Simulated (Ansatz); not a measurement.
# CsPbCl3: a trigonal deformation path

The task here is to estimate one member of a computed series from the others.

Program: Ansatz 0.2.0. Level of theory: DFT PBE, scalar-relativistic, plane waves, PAW. These are calculated values, not measurements.

## The system as given

Symmetry: Pm-3m, No. 221, cubic system. Conventional cell: a = 5.605 Å, b = 5.605 Å, c = 5.605 Å, α = 90.00°, β = 90.00°, γ = 90.00°. Around Cs (site symmetry m-3m) lie 12 Cl at 3.96 Å. Pb (site symmetry m-3m) is surrounded by 6 Cl at 2.80 Å. Cl (site symmetry 4/mmm) is surrounded by 2 Pb at 2.80 Å and 4 Cs at 3.96 Å.

Structure file:

```cif
data_structure
_symmetry_space_group_name_H-M 'Pm-3m'
_symmetry_Int_Tables_number 221
_cell_length_a 5.6050
_cell_length_b 5.6050
_cell_length_c 5.6050
_cell_angle_alpha 90.000
_cell_angle_beta 90.000
_cell_angle_gamma 90.000
_cell_volume 176.09
loop_
_atom_site_label
_atom_site_type_symbol
_atom_site_symmetry_multiplicity
_atom_site_Wyckoff_symbol
_atom_site_fract_x
_atom_site_fract_y
_atom_site_fract_z
_atom_site_occupancy
Cs1 Cs 1 a 0.00000 0.00000 0.00000 1
Pb1 Pb 1 b 0.50000 0.50000 0.50000 1
Cl1 Cl 3 c 0.00000 0.50000 0.50000 1
```

The cell is taken as given, not relaxed at this level.

The first run:

File input.yaml:

```yaml
crystal:
  lattice:
    - [5.605, 0.0, 0.0]
    - [0.0, 5.605, 0.0]
    - [0.0, 0.0, 5.605]
  atoms:
    - { symbol: Cs, position: [0.0, 0.0, 0.0] }
    - { symbol: Pb, position: [0.5, 0.5, 0.5] }
    - { symbol: Cl, position: [0.0, 0.5, 0.5] }
    - { symbol: Cl, position: [0.5, 0.0, 0.5] }
    - { symbol: Cl, position: [0.5, 0.5, 0.0] }
basis:
  ecutwfc: 420
kpoints:
  mp_grid: { grid: [6, 6, 6] }
hamiltonian:
  xc: pbe
scf:
  occupations: { method: gaussian, width: 0.05 }
output:
  forces: true
  stress: true
  eigenvalues: true
  write_density: true
  write_potential: true
  elf: true
  volumetric_format: npy
```

Run with:

```sh
$ ansatz run input.yaml --threads 1 --pin off --max-ram 2560MiB --backend cpu --events-out ev --progress --plain --runs-dir out
```

Steps of the session up to this table: The undisturbed cell; At ρ = 0.500; ρ = 2.000; At ρ = 0.710; Point ρ = 1.410; ρ = 0.600; Point ρ = 0.850; At ρ = 1.200; ρ = 1.700; At ρ = 0.930; At ρ = 1.080.

One of the session's tables, all rows but one given; the rest of the session is left out.

The scan, with free energies counted from the undisturbed cell:

```
    ρ  ΔE (meV/atom)  pressure (GPa)  gap on the mesh (eV)
0.500          569.7             1.0                  0.37
0.600          258.8             0.7                  1.10
0.710          101.2             1.1                  1.24
0.850           20.2             1.6                  1.53
0.930            3.9             1.7                  1.74
1.000            0.0             1.8                  1.93
1.080            4.2             1.7                  1.85
1.200           24.8             1.6                  1.81
1.410              ?               ?                     ?
1.700          309.0             1.6                  1.68
2.000          653.2             3.3                  0.50
```

Estimate the missing values for ρ = 1.410.

Worked estimate for «ΔE (meV/atom)». A straight line through the neighbours (1.200, 24.8) and (1.700, 309.0) gives 24.8 + (309.0 − 24.8) × (1.410 − 1.200) / (1.700 − 1.200) = 144.2; a parabola fitted to 4 rows on both sides gives 100.2.

As computed: ΔE (meV/atom): 101.7; pressure (GPa): 1.3; gap on the mesh (eV): 1.96. In «ΔE (meV/atom)» the line misses by +42.5 and the parabola by -1.5.
